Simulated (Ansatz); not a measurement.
# BN: pressure against volume per atom

Results calculated with Ansatz 0.2.0, not measured. Density functional stress and forces at fixed atoms, pressure and stress positive in compression, spin-unpolarised plane waves.

Cell of the first row (space group P6_3mc, No. 186):
```
CELL_PARAMETERS angstrom
2.44220 0.00000 0.00000
-1.22110 2.11500 0.00000
0.00000 0.00000 4.03950
ATOMIC_POSITIONS crystal
B 0.33333 0.66667 0.00062
B 0.66667 0.33333 0.50062
N 0.33333 0.66667 0.37438
N 0.66667 0.33333 0.87438
```

Settings of every row: periodic directions 3; functional PBE; spin orbit no; potentials PAW; wave cutoff 420 eV; k mesh 12x12x6; smearing width 0.02 eV.

| row | volume per atom (Å³) | pressure (GPa) |
| --- | --- | --- |
| 1 | 5.216 | 64.03 |
| 2 | 5.381 | 46.55 |
| 3 | 5.549 | 30.94 |
| 4 | 5.721 | 17.03 |
| 5 | 5.808 | 10.67 |
| 6 | 5.896 | 4.66 |
| 7 | 6.074 | -6.32 |
| 8 | 6.257 | -16.03 |
| 9 | 6.443 | -24.6 |
| 10 | 6.632 | ? |

Question: what pressure should row 10 give?

Worked fit of pressure. Take u = (V_r/V)^(2/3) − 1 with V_r = 5.808 Å³ an atom, which is twice the finite (Eulerian) strain; such expansions in the strain, on which the Birch-Murnaghan equation of state is built, carry the rest volume and the bulk modulus. The shown rows have u = 0.0743, 0.05223, 0.03088, 0.01011, 0, -0.00998, -0.02941, -0.04843, -0.06683. Least squares give pressure = 10.657 + 615.39 × u + 1347.8 × u² + 503 × u³ GPa; a parabola predicts inner rows, each left out in turn, worse (root mean square 0.044 against 0.026 GPa). The rows lie off it by 0.00, 0.00, -0.02, 0.01, 0.01, 0.01, -0.03, 0.01, 0.00. The pressure vanishes at u = -0.0180, or V = 5.969 Å³ an atom, and there the bulk modulus with atoms relaxed is B = −V dP/dV = (2/3)(1 + u) dP/du = 371 GPa. The withheld row has u = -0.08465, so the fit gives 10.657 + 615.39 × (-0.08465) + 1347.8 × (-0.08465)² + 503 × (-0.08465)³ = -32.08 GPa.

The calculation gave -32.14 GPa. The fit lies 0.06 GPa (0.062 % of the column's range) above it; its largest miss of a shown row is 0.03 GPa. This row lies beyond the range of the fit.
